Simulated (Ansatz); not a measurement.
Computed with DFT PBE, scalar-relativistic, plane waves, PAW (Ansatz). Settings: cutoff 420 eV, Γ-centred meshes spaced at most about 0.3 Å⁻¹, and about 0.25 Å⁻¹ or finer for metals (2π included), Gaussian smearing. Spin is collinear.

Each guess is relaxed in cell and atoms at zero pressure, on a coarse mesh first where it starts far from rest and then on a converged one. The steps can't lower the symmetry of the start, but it can rise. Energies are static (0 K, no zero-point motion).

This guess for CrO2 (collinear spin from parallel moments) isn't its lowest structure:

```
Cr O
1.0
     3.88525    0.00000    0.00000
     0.00000    3.88525    0.00000
     0.00000    0.00000    3.88525
Cr O
1 2
Direct
  0.00000 0.00000 0.00000
  0.50000 0.00000 0.00000
  0.00000 0.50000 0.00000
```

Question: Where does the relaxation end?

Answer: P4/mmm at 19.5 Å³/atom → P4/mmm at 20.7 Å³/atom. Conventional cell: a = 3.584 Å, c = 4.843 Å. Around Cr lie 4 O at 1.79 Å; O has 2 Cr at 1.79 Å.

```yaml
crystal:
  lattice:
    - [3.58422, 0.00000, 0.00000]
    - [0.00000, 3.58422, 0.00000]
    - [0.00000, 0.00000, 4.84292]
  atoms:
    - { symbol: Cr, position: [0.00000, 0.00000, 0.00000] }
    - { symbol: O, position: [0.50000, 0.00000, 0.00000] }
    - { symbol: O, position: [0.00000, 0.50000, 0.00000] }
```

Question: Compare it with the lowest CrO2 structure at this level.

Answer: It lies 0.58 eV/atom above the lowest of the 8 forms computed, a structure that the Crystallography Open Database (COD) lists, of the rutile type. Space group P4_2/mnm (No. 136), tetragonal, a = 4.445 Å, c = 2.921 Å. Around Cr lie 6 O at 1.91 Å; O is surrounded by 3 Cr at 1.91 Å. That form has 9.6 Å³/atom and no gap on its mesh, nor has the guess's end. Counting O atoms around Cr (those within 1.25 times the shortest such distance or 1.15 times the sum of covalent radii), the guess's end has Cr 4 and the lowest form has Cr 6.

Weakly bound directions are ill-defined at this level, which has no dispersion term (P4/mmm), and this can change margins and order among such cells. In such compounds of Cr a zero gap at this level may well be an artefact, since no Hubbard U is applied. The magnetic state reached may not be the lowest. Some candidate types were left out of the draw beforehand, so a known form may be missing.
